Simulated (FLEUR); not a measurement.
# ZrB2 (P6/mmm) in FLEUR: notebook, part 2 of 2

FLEUR MaX-R8.1 (later development tree). The steps go on from the part before.

## Step 6: Equation of state, r2SCAN, 10.66 Å³/atom (volume scaled by 1.04)

Changes to inp.xml since step 5:

```diff
@@ -27,3 +27,3 @@
       <xi:include xmlns:xi="http://www.w3.org/2001/XInclude" href="sym.xml"> </xi:include>
-      <bulkLattice scale="1.0000000000">
+      <bulkLattice scale="1.0131594038">
          <bravaisMatrix>
```

Potentials or basis: all-electron, FLAPW.

The run is started by

```bash
$ inpgen -f crystal.txt -profile fastHighL
$ # inp.xml edited to the form shown
$ fleur_MPI
```

Run time: 85 s. Hardware: 1 thread of Intel Xeon Platinum 8375C at 2.90GHz (Ice Lake), shared host; peak memory 0.1 GiB.

The run converged. Its results:

* Free energy: -99301.8324 eV
* Band gap on the k mesh: none (metal or under the smearing width)
* Valence electrons inside the program's atomic spheres: Zr 10.31; B 1.39 (radii Zr 2.66, B 1.55 bohr)

Caveat: the meta-GGA is that of a development version, with a GGA for the radial functions and cores and without core tails.

## Step 7: Equation of state, r2SCAN, 10.86 Å³/atom (volume scaled by 1.06)

Changes to inp.xml since step 6:

```diff
@@ -27,3 +27,3 @@
       <xi:include xmlns:xi="http://www.w3.org/2001/XInclude" href="sym.xml"> </xi:include>
-      <bulkLattice scale="1.0131594038">
+      <bulkLattice scale="1.0196128224">
          <bravaisMatrix>
```

The run is started by

```bash
$ inpgen -f crystal.txt -profile fastHighL
$ # inp.xml edited to the form shown
$ fleur_MPI
```

Run time: 87 s. Hardware: 1 thread of Intel Xeon Platinum 8375C at 2.90GHz (Ice Lake), shared host; peak memory 0.1 GiB.

It converged, with:

| Quantity | Value |
| --- | --- |
| Free energy | -99301.7937 eV |
| Band gap on the k mesh | none (metal or under the smearing width) |
| Valence electrons inside the program's atomic spheres | Zr 10.26; B 1.37 (radii Zr 2.66, B 1.55 bohr) |

Caveat: the meta-GGA is that of a development version, with a GGA for the radial functions and cores and without core tails.

## Step 8: Equation of state, r2SCAN

No new run: the results of the series are fitted here.

What came out:

| Property | Result |
| --- | --- |
| Equilibrium volume | 10.28 Å³/atom |
| Bulk modulus at fixed shape and positions | 243 GPa |

Energy against volume, from the lowest point:
```csv
volume (Å³/atom),energy (meV/atom)
9.634,34.52
9.839,15.59
10.249,0.00
10.659,9.72
10.864,22.62
```

Caveat: the meta-GGA is that of a development version, with a GGA for the radial functions and cores and without core tails; the cell was scaled at fixed shape and fractional positions, which overstates the stiffness of a crystal with free parameters, most of all of layers and chains.
